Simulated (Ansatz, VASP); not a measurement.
# One calculation of Mg, two programs

The input INCAR:

```
ALGO = Fast
EDIFF = 1E-6
ENCUT = 520
GGA = PE
ISIF = 2
ISMEAR = -1
LASPH = True
LCHARG = False
LREAL = False
LWAVE = False
NBANDS = 9
NELM = 60
PREC = Accurate
SIGMA = 0.05
```

File KPOINTS:

```
k-points
0
Gamma
  8 8 4
```

Contents of POSCAR:

```
Mg
1.0
    3.2093000000      0.0000000000      0.0000000000
   -1.6046500000      2.7793353284      0.0000000000
    0.0000000000      0.0000000000      5.4187120000
Mg
2
Direct
    0.6666666667      0.3333333333      0.7500000000
    0.3333333333      0.6666666667      0.2500000000
```

Contents of input.yaml:

```yaml
crystal:
  lattice:
    - [3.2093, 0.0, 0.0]
    - [-1.60465, 2.7793353284, 0.0]
    - [0.0, 0.0, 5.418712]
  atoms:
    - { symbol: Mg, position: [0.6666666667, 0.3333333333, 0.75] }
    - { symbol: Mg, position: [0.3333333333, 0.6666666667, 0.25] }
hamiltonian:
  xc: pbe
  pseudopotentials: { kind: paw }
kpoints:
  mp_grid: { grid: [8, 8, 4] }
scf:
  occupations: { method: fermi_dirac, width: 0.05 }
output:
  forces: true
  stress: true
  eigenvalues: true
```

Alike in both runs: task single point; functional PBE; k mesh 8 × 8 × 4; occupations fermi-dirac, width 0.05 eV; no spin polarisation.

|  | VASP | Ansatz |
| --- | --- | --- |
| version | VASP 6.6.1 | Ansatz 0.2.0 |
| potentials or method | VASP PAW PBE potentials, release 64 (Mg) | Ansatz PAW |
| plane-wave cutoff (eV) | 520 | 420 |
| valence electrons in the cell | 4 | 20 |

VASP gave:

| Quantity | Value |
| --- | --- |
| gap on the k mesh at the Fermi level (eV) | none |
| pressure (GPa) | -1.8 |
| largest component of the traceless stress (GPa) | 1.52 |

Task: Estimate Ansatz's values.

Result: gap on the k mesh at the Fermi level (eV): none; pressure (GPa): -1.7; largest component of the traceless stress (GPa): 1.53.

A gap of «none» marks a metal or a gap that the smearing closes. The two sets of potentials don't hold the same shells in valence.
